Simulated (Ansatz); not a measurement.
Runs of Ansatz 0.2.0 on Os. Symmetry: P6_3/mmc, No. 194, hexagonal system. The conventional cell has a = 2.734 Å, b = 2.734 Å, c = 4.320 Å, α = 90.00°, β = 90.00°, γ = 120.00°. Around Os (site symmetry -6m2) lie 12 Os at 2.68 to 2.73 Å. 

```csv
level,potentials or basis,cutoff (eV),V0 of scaled cells (Å³/atom),B0 (GPa)
r2SCAN+rVV10,Ansatz PAW,500,13.92,439
BLYP+D4,Ansatz PAW,420,14.35,(c)
revPBE+D3(BJ),Ansatz PAW,420,13.90,427
LDA,PseudoDojo LDA,1007,13.67,449
PBEsol+D3(BJ),Ansatz PAW,420,(a),(b)
```

Alike in all rows: task equation of state; no spin polarisation; cell as given; k mesh 11 × 11 × 6; smearing fermi-dirac 0.05 eV.

Q: Fill in the values left out.

A: (a) 13.65; (b) 454; (c) 387.

Caveats: the cell was scaled at fixed shape and fractional positions, which overstates the stiffness of a crystal with free parameters, most of all of layers and chains; the potentials were made for another functional, which shifts forces and pressure (some runs); the PAW data sets were made with another functional, which shifts forces and pressure a little (some runs).

Runs at the PBE level aren't shown here.
